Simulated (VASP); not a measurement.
Runs of VASP 6.6.1 on Ta2N. It takes space group P-3m1 (No. 164, trigonal). The conventional cell has a = 3.113 Å, b = 3.113 Å, c = 4.870 Å, α = 90.00°, β = 90.00°, γ = 120.00°. Ta (site symmetry 3m) is surrounded by 3 N at 2.18 Å. N (site symmetry -3m) has 6 Ta at 2.18 Å as nearest neighbours. The cell comes from a database or a generator and needn't be the stable form of this composition.

```csv
task,level,potentials or basis,U,cell,k mesh,cutoff (eV),smearing,monkhorst-Pack mesh,LDAUTYPE,hund's J,ladder,other keys,gap on the mesh (eV),pressure (GPa),V0 of scaled cells (Å³/atom),B0 (GPa),largest force (eV/Å)
electrostatic potential,LDA,"VASP PAW LDA potentials, release 64 (Ta_pv, N)",-,cell strained at random at fixed volume,8 × 8 × 5,520,gaussian 0.05 eV,yes,-,-,-,LASPH = no; shifted = yes; k = 8 × 8 × 5,-,-12.5,-,-,0.75
relaxation of cell and atoms,RPBE+D3(BJ),"VASP PAW PBE potentials, release 64 (Ta_pv, N)",-,relaxed,10 × 10 × 6,600,fermi-dirac 0.05 eV,-,-,-,-,-,none,0.0,-,-,-
single point,PBEsol,"VASP PAW PBE potentials, release 64 (Ta_pv, N)",-,"P-3m1, 13.62 Å³/atom",10 × 10 × 6,520,gaussian 0.05 eV,-,-,-,-,-,none,-8.7,-,-,0.24
equation of state,PBE+D3(BJ),"VASP PAW PBE potentials, release 64 (Ta_pv, N)",-,"P-3m1, 13.26 Å³/atom",8 × 8 × 6,520,fermi-dirac 0.05 eV,-,-,-,gaps,-,-,-,13.27,297,-
equation of state,PBE+D3,"VASP PAW PBE potentials, release 64 (Ta_pv, N)",-,"P-3m1, 13.62 Å³/atom",10 × 10 × 6,520,gaussian 0.1 eV,-,-,-,-,-,-,-,(a),297,-
single point,SCAN+U,"VASP PAW PBE potentials, release 64 (Ta_pv, N)","Ta d U = 5.3 eV, J = 0.5 eV","atoms moved at random, drawn with an rms of 0.02 Å",10 × 10 × 6,520,gaussian 0.05 eV,-,2,0.5,-,-,none,4.9,-,-,0.77
```

Alike in all rows: no spin polarisation.

Q: Estimate the missing entries.

A: (a) 13.28.

Caveats: the PAW data sets were made with another functional, which shifts forces and pressure a little (some runs); the cell was scaled at fixed shape and fractional positions, which overstates the stiffness of a crystal with free parameters, most of all of layers and chains (some runs); pairwise dispersion overbinds metals, which lowers pressure and volume (some runs); U without spin polarisation on a metal has little footing (some runs).

A k mesh can miss the band edges, and the runs leave out spin-orbit coupling on Ta.

A gap of «none» marks a metal or a gap under the smearing width.
